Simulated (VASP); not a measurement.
# TePb (Pm-3m) in VASP: notebook

The runs below take TePb through relaxation of cell and atoms, with PBE.

Everything below comes from runs of VASP 6.6.1. Logs are shortened: lines on timing, memory, paths and dates and some standing lists are left out, and cuts for length are marked.

## (1) Starting point

Symmetry: Pm-3m, No. 221, cubic system. The conventional cell has a = 3.682 Å, b = 3.682 Å, c = 3.682 Å, α = 90.00°, β = 90.00°, γ = 90.00°. Te (site symmetry m-3m) has 8 Pb at 3.19 Å as nearest neighbours. Pb (site symmetry m-3m) is surrounded by 8 Te at 3.19 Å.

Measurements of this composition are mostly on another form, of space group No. 225.

## (2) Relaxation of cell and atoms, PBE, target pressure 17.6 GPa, at which the enthalpy is minimised

INCAR

```
ALGO = Normal ; EDIFF = 1E-7
EDIFFG = -0.002 ; ENCUT = 600
GGA = PE ; IBRION = 2
ISIF = 3 ; ISMEAR = -1
LASPH = True ; LCHARG = False
LREAL = False ; LWAVE = False
NELM = 60 ; NSW = 80
PREC = Accurate ; PSTRESS = 176.0
SIGMA = 0.1
```

KPOINTS

```
k-points
0
Gamma
  12 12 12
```

POSCAR

```
TePb
1.0
    3.6817904144      0.0000000000      0.0000000000
    0.0000000000      3.6817904144      0.0000000000
    0.0000000000      0.0000000000      3.6817904144
Te Pb
1 1
Direct
    0.5000000000      0.5000000000      0.5000000000
    0.0000000000      0.0000000000      0.0000000000
```

Potentials or basis: VASP PAW PBE potentials, release 64 (Te, Pb_d).

Run with:

```bash
$ cat potpaw_PBE.64/Te/POTCAR potpaw_PBE.64/Pb_d/POTCAR > POTCAR
$ mpirun -np 1 vasp_std > vasp.out
```

OUTCAR:

```text
EDIFF = 1E-7
   EDIFFG = -0.002
   ENCUT = 600
   GGA = PE
   IBRION = 2
   ISIF = 3
   ISMEAR = -1
   LASPH = True
   LREAL = False
   NELM = 60
   NSW = 80
   PREC = Accurate
   PSTRESS = 176.0

 ion  position               nearest neighbor table
   1  0.500  0.500  0.500-   2 3.19   2 3.19   2 3.19   2 3.19   2 3.19   2 3.19   2 3.19   2 3.19

   2  0.000  0.000  0.000-   1 3.19   1 3.19   1 3.19   1 3.19   1 3.19   1 3.19   1 3.19   1 3.19

  LATTYP: Found a simple cubic cell.
 ALAT       =     3.6817904144

  Lattice vectors:

 A1 = (   3.6817904144,   0.0000000000,   0.0000000000)
 A2 = (   0.0000000000,   3.6817904144,   0.0000000000)
 A3 = (   0.0000000000,   0.0000000000,   3.6817904144)

Analysis of symmetry for initial positions (statically):
=====================================================================
 Subroutine PRICEL returns:
 Original cell was already a primitive cell.

 Routine SETGRP: Setting up the symmetry group for a
 simple cubic supercell.

 Subroutine GETGRP returns: Found 48 space group operations
 (whereof 48 operations were pure point group operations)
 out of a pool of 48 trial point group operations.

The static configuration has the point symmetry O_h .

Analysis of symmetry for dynamics (positions and initial velocities):
=====================================================================
 Subroutine PRICEL returns:
 Original cell was already a primitive cell.

 Routine SETGRP: Setting up the symmetry group for a
 simple cubic supercell.

 Subroutine GETGRP returns: Found 48 space group operations
 (whereof 48 operations were pure point group operations)
 out of a pool of 48 trial point group operations.

The dynamic configuration has the point symmetry O_h .

 Subroutine INISYM returns: Found 48 space group operations
 (whereof 48 operations are pure point group operations),
 and found     1 'primitive' translations

----------------------------------------------------------------------------------------

                                     Primitive cell

  volume of cell :      49.9088

  direct lattice vectors                    reciprocal lattice vectors
     3.681790414  0.000000000  0.000000000     0.271606987  0.000000000  0.000000000
     0.000000000  3.681790414  0.000000000     0.000000000  0.271606987  0.000000000
     0.000000000  0.000000000  3.681790414     0.000000000  0.000000000  0.271606987

  length of vectors
     3.681790414  3.681790414  3.681790414     0.271606987  0.271606987  0.271606987

  position of ions in fractional coordinates (direct lattice)
     0.500000000  0.500000000  0.500000000
     0.000000000  0.000000000  0.000000000

  ion indices of the primitive-cell ions
   primitive index   ion index
                 1           1
                 2           2

----------------------------------------------------------------------------------------

 KPOINTS: k-points

Automatic generation of k-mesh.
 Grid dimensions read from file:
 generate k-points for:   12   12   12

 Generating k-lattice:

  Cartesian coordinates                     Fractional coordinates (reciprocal lattice)
     0.022633916  0.000000000  0.000000000     0.083333333  0.000000000  0.000000000
     0.000000000  0.022633916  0.000000000     0.000000000  0.083333333  0.000000000
     0.000000000  0.000000000  0.022633916     0.000000000  0.000000000  0.083333333

  Length of vectors
     0.022633916  0.022633916  0.022633916

  Shift w.r.t. Gamma in fractional coordinates (k-lattice)
     0.000000000  0.000000000  0.000000000

 Subroutine IBZKPT returns following result:
 ===========================================

 Found     84 irreducible k-points:

 Following reciprocal coordinates:
            Coordinates               Weight
  0.000000  0.000000  0.000000      1.000000
  0.083333  0.000000  0.000000      6.000000
  0.166667  0.000000  0.000000      6.000000
  0.250000  0.000000  0.000000      6.000000
  0.333333  0.000000  0.000000      6.000000
  0.416667  0.000000  0.000000      6.000000
[... 16 lines left out ...]
  0.333333  0.333333  0.000000     12.000000
  0.416667  0.333333  0.000000     24.000000
 [... further k-points ...]
   k-points           NKPTS =     84   k-points in BZ     NKDIM =     84   number of bands    NBANDS=     14
   number of dos      NEDOS =    301   number of ions     NIONS =      2
   total plane-waves  NPLWV =  27000
   dimension x,y,z NGX =    30 NGY =   30 NGZ =   30
   dimension x,y,z NGXF=    60 NGYF=   60 NGZF=   60
   ions per type =               1   1
   NGX,Y,Z   is equivalent  to a cutoff of  13.55, 13.55, 13.55 a.u.
   NGXF,Y,Z  is equivalent  to a cutoff of  27.09, 27.09, 27.09 a.u.
 SYSTEM =  unknown system
   PREC   = accura    normal or accurate (medium, high low for compatibility)
   ISTART =      0    job   : 0-new  1-cont  2-samecut
   ICHARG =      2    charge: 1-file 2-atom 10-const
   ISPIN  =      1    spin polarized calculation?
   LNONCOLLINEAR =      F non collinear calculations
   LSORBIT =      F    spin-orbit coupling
   LASPH  =      T    aspherical Exc in radial PAW
   ENCUT  =  600.0 eV  44.10 Ry    6.64 a.u.   7.35  7.35  7.35*2*pi/ulx,y,z
   NELM   =     60;   NELMIN=  2; NELMDL= -5     # of ELM steps
   EDIFF  = 0.1E-06   stopping-criterion for ELM
   LREAL  =      F    real-space projection
   EDIFFG = -.2E-02   stopping-criterion for IOM
   NSW    =     80    number of steps for IOM
   IBRION =      2    ionic relax: 0-MD 1-quasi-New 2-CG
   NFREE  =      1    steps in history (QN), initial steepest desc. (CG)
   ISIF   =      3    stress and relaxation
   ISYM   =      2    0-nonsym 1-usesym 2-fastsym
   POTIM  = 0.5000    time-step for ionic-motion
   TEBEG  =    0.0;   TEEND  =   0.0 temperature during run
   PSTRESS=  176.0 pullay stress
   NELECT =      20.0000    total number of electrons
   NUPDOWN=      -1.0000    fix difference up-down
   EMIN   =  10.00;   EMAX   =-10.00  energy-range for DOS
   EFERMI =   0.00;   METHOD = LEGACY
   ISMEAR =    -1;   SIGMA  =   0.10  broadening in eV -4-tet -1-fermi 0-gaus
   EFERMI_NEDOS =   21; number of points for ismear=-14 and -15
   IALGO  =     38    algorithm
   IMIX   =      4    mixing-type and parameters
     AMIX     =   0.40;   BMIX     =  1.00
     AMIX_MAG =   1.60;   BMIX_MAG =  1.00
  volume/ion in A,a.u.               =      24.95       168.40
  Fermi-wavevector in a.u.,A,eV,Ry     =   1.206959  2.280821 19.820280  1.456749
  Thomas-Fermi vector in A             =   2.342611
   LORBIT       =      0    0 simple, 1 ext, 2 COOP (PROOUT), +10 PAW based schemes
   GGA     = PE    functional components
   LHFCALC =     F    Hartree Fock is set to
   AEXX    =    0.0000 exact exchange contribution
   IVDW    =     0    specifies the selected vdW correction
   LEPSILON=     F    determine dielectric tensor
   LRPA    =     F    only Hartree local field effects (RPA)
 conjugate gradient relaxation of ions
 non-spin polarized calculation
  energy-cutoff  :      600.00
  volume of cell :       49.91
 maximum number of plane-waves:      1743
 NGX is ok and might be reduce to    30
   NGX = 15   NGY = 15   NGZ = 15

--------------------------------------- Ionic step        1  -------------------------------------------

 number of electron      19.9999993 magnetization

 Free energy of the ion-electron system (eV)
  ---------------------------------------------------
  ext. energy  EPLUGINS =         0.00000000
  ---------------------------------------------------
  free energy    TOTEN  =        -6.49099109 eV

  energy without entropy =       -6.45147378  energy(sigma->0) =       -6.47123243

------------------------ aborting loop because EDIFF is reached ----------------------------------------

  FORCE on cell =-STRESS in cart. coord.  units (eV):
  Direction    XX          YY          ZZ          XY          YZ          ZX
  --------------------------------------------------------------------------------------
  -------------------------------------------------------------------------------------
  Total        5.3495060      5.3495060      5.3495060      0.0000000      0.0000000      0.0000000
  in kB      171.7303572    171.7303572    171.7303572      0.0000000      0.0000000      0.0000000
  external PRESSURE =      -4.2696428 kB  Pullay stress =     176.0000000 kB

 VOLUME and BASIS-vectors are now :
 -----------------------------------------------------------------------------
  energy-cutoff  :      600.00
  volume of cell :       49.91
      direct lattice vectors                 reciprocal lattice vectors
     3.681790414  0.000000000  0.000000000     0.271606987  0.000000000  0.000000000
     0.000000000  3.681790414  0.000000000     0.000000000  0.271606987  0.000000000
     0.000000000  0.000000000  3.681790414     0.000000000  0.000000000  0.271606987
[... 46 lines left out ...]
  FREE ENERGIE OF THE ION-ELECTRON SYSTEM (eV)
  ---------------------------------------------------
  free  energy   TOTEN  =        -6.4380977166 eV

  energy  without entropy=       -6.3984055557  energy(sigma->0) =       -6.41825164

  enthalpy is  TOTEN    =        -1.0081873124 eV   P V=        5.4299104043

--------------------------------------- Ionic step        3  -------------------------------------------

 number of electron      19.9999993 magnetization

 Free energy of the ion-electron system (eV)
  ---------------------------------------------------
  ext. energy  EPLUGINS =         0.00000000
  ---------------------------------------------------
  free energy    TOTEN  =        -6.46971412 eV

  energy without entropy =       -6.43012572  energy(sigma->0) =       -6.44991992

 E-fermi :   9.6226     XC(G=0): -10.9015

 val. band max:        9.6158308180   @ k =   0.5000   0.1667   0.0000
 cond. band min:       9.6407761711   @ k =   0.4167   0.4167   0.3333
 fundamental gap:      0.0249453531
 Fermi energy:         9.6226434307

 k-point     1 :       0.0000    0.0000    0.0000
  band No.  band energies     occupation
      1      -7.5519      2.00000
      2      -7.5519      2.00000
      3      -7.3661      2.00000
      4      -7.3661      2.00000
      5      -7.3661      2.00000
      6      -4.4668      2.00000
      7       3.7892      2.00000
      8       7.4364      2.00000
      9       7.4364      2.00000
     10       7.4364      2.00000
     11      13.2644      0.00000
     12      13.2644      0.00000
     13      16.7926      0.00000
     14      16.7926      0.00000

 k-point     2 :       0.0833    0.0000    0.0000
  band No.  band energies     occupation
      1      -7.5512      2.00000
      2      -7.5412      2.00000
      3      -7.3710      2.00000
      4      -7.3710      2.00000
      5      -7.3659      2.00000
      6      -4.3909      2.00000
      7       3.4973      2.00000
      8       7.4674      2.00000
      9       7.5233      2.00000
     10       7.5233      2.00000
[... 362 lines left out ...]
 k-point    24 :       0.4167    0.3333    0.0000
  band No.  band energies     occupation
      1      -7.5489      2.00000
      2      -7.4773      2.00000
      3      -7.4192      2.00000
      4      -7.4051      2.00000
      5      -7.3269      2.00000
      6      -1.6808      2.00000
      7       0.7942      2.00000
      8       4.3293      2.00000
      9       5.8677      2.00000
     10       9.7432      0.46112
     11      12.7690      0.00000
     12      13.4672      0.00000
     13      14.2100      0.00000
     14      17.0162      0.00000

 [... further k-points ...]
[... 5 lines left out ...]
  --------------------------------------------------------------------------------------
  -------------------------------------------------------------------------------------
  Total        5.4627719      5.4627719      5.4627719      0.0000000     -0.0000000     -0.0000000
  in kB      176.0581386    176.0581386    176.0581386      0.0000000     -0.0000000     -0.0000000
  external PRESSURE =       0.0581386 kB  Pullay stress =     176.0000000 kB

 VOLUME and BASIS-vectors are now :
 -----------------------------------------------------------------------------
  energy-cutoff  :      600.00
  volume of cell :       49.71
      direct lattice vectors                 reciprocal lattice vectors
     3.676962344  0.000000000  0.000000000     0.271963623 -0.000000000 -0.000000000
     0.000000000  3.676962344 -0.000000000    -0.000000000  0.271963623 -0.000000000
     0.000000000  0.000000000  3.676962344    -0.000000000  0.000000000  0.271963623

 POSITION                                       TOTAL-FORCE (eV/Angst)
 -----------------------------------------------------------------------------------
      1.83848      1.83848      1.83848        -0.000000     -0.000000      0.000000
      0.00000      0.00000      0.00000         0.000000      0.000000      0.000000
 -----------------------------------------------------------------------------------
    total drift:                                0.000000     -0.000000     -0.000000

  FREE ENERGIE OF THE ION-ELECTRON SYSTEM (eV)
  ---------------------------------------------------
  free  energy   TOTEN  =        -6.4697141165 eV

  energy  without entropy=       -6.4301257162  energy(sigma->0) =       -6.44991992

  enthalpy is  TOTEN    =        -1.0087461088 eV   P V=        5.4609680077

 reached required accuracy - stopping structural energy minimisation
```

Wall time 98 s (1 thread of Intel Xeon Platinum 8488C (Sapphire Rapids), shared host); peak memory 0.24 GiB.

What came out:

* Free energy: -6.4697 eV
* Relaxed volume: 24.86 Å³/atom
* Relaxed cell: a = 3.677 Å, b = 3.677 Å, c = 3.677 Å, α = 90.00°, β = 90.00°, γ = 90.00°
* Space group after relaxing (to 0.05 Å): Pm-3m (No. 221)
* Energy change on relaxing (the enthalpy is what falls): +10.6 meV/atom
* Ionic steps: 3
* Pressure after relaxing: 17.6 GPa
* Band gap on the k mesh: none (metal or under the smearing width)

Step by step:
```csv
step,energy change (eV),largest force (eV/Å),pressure (GPa),volume (Å³)
1,0.0000,0.0000,17.17,49.91
2,0.0529,0.0000,18.24,49.43
3,0.0213,0.0000,17.61,49.71
```

Final structure:
```xyz
2
Lattice="3.6770 0.0000 0.0000 0.0000 3.6770 0.0000 0.0000 0.0000 3.6770" Properties=species:S:1:pos:R:3 pbc="T T T"
Te    1.8385    1.8385    1.8385
Pb    0.0000    0.0000    0.0000
```

Caveat: the cell is relaxed towards a set pressure, so the enthalpy falls and the energy may rise.

## (3) Relaxation of cell and atoms, PBE, target pressure 17.6 GPa, at which the enthalpy is minimised

INCAR

```
SYSTEM = TePb
PREC = Accurate ; ENCUT = 600
EDIFF = 1E-6 ; ISMEAR = 0
SIGMA = 0.1 ; LREAL = .FALSE.
LASPH = .TRUE. ; NELM = 60
ALGO = Fast ; ISIF = 3
LWAVE = .FALSE. ; LCHARG = .FALSE.
GGA = PE ; IBRION = 2
NSW = 80 ; EDIFFG = -0.05
PSTRESS = 176.0
```

KPOINTS

```
regular mesh
0
G
  6 6 6
  0 0 0
```

POSCAR is that of step 2.

Potentials or basis: VASP PAW PBE potentials, release 64 (Te, Pb_d).

Run with:

```bash
$ cat potpaw_PBE.64/Te/POTCAR potpaw_PBE.64/Pb_d/POTCAR > POTCAR
$ mpirun -np 1 vasp_std > vasp.out
```

Wall time 12 s (1 thread of Intel Xeon Platinum 8488C (Sapphire Rapids), shared host); peak memory 0.17 GiB.

Results (log left out):

```yaml
Free_energy: -6.4822 eV
Pressure_after_relaxing: 17.5 GPa
Band_gap_on_the_k_mesh: none (metal or under the smearing width)
```

Final structure:
```
Te Pb
1.0
     3.68179    0.00000    0.00000
     0.00000    3.68179    0.00000
     0.00000    0.00000    3.68179
Te Pb
1 1
Direct
  0.50000 0.50000 0.50000
  0.00000 0.00000 0.00000
```

Levels at points of the mesh, in eV from the Fermi level:
```tsv
k point	band 8	band 9	band 10	band 11	band 12	band 13
(0.00, 0.00, 0.00)	-2.15	-2.15	-2.15	3.68	3.68	7.17
(0.50, 0.00, 0.00)	-0.09	-0.09	-0.06	0.71	2.62	2.62
(0.50, 0.50, 0.00)	-5.91	-5.91	0.37	4.46	4.53	4.53
(0.50, 0.50, 0.50)	-3.31	-3.31	-3.31	-1.81	-1.81	-1.81
```

Caveat: the relaxation stopped at its first step, so nothing moved; the cell is relaxed towards a set pressure, so the enthalpy falls and the energy may rise; the relaxation stopped at a loose force limit of 0.05 eV/Å, so its end isn't a converged minimum. The run has no spin-orbit coupling, so splittings on Pb, Te are missing.
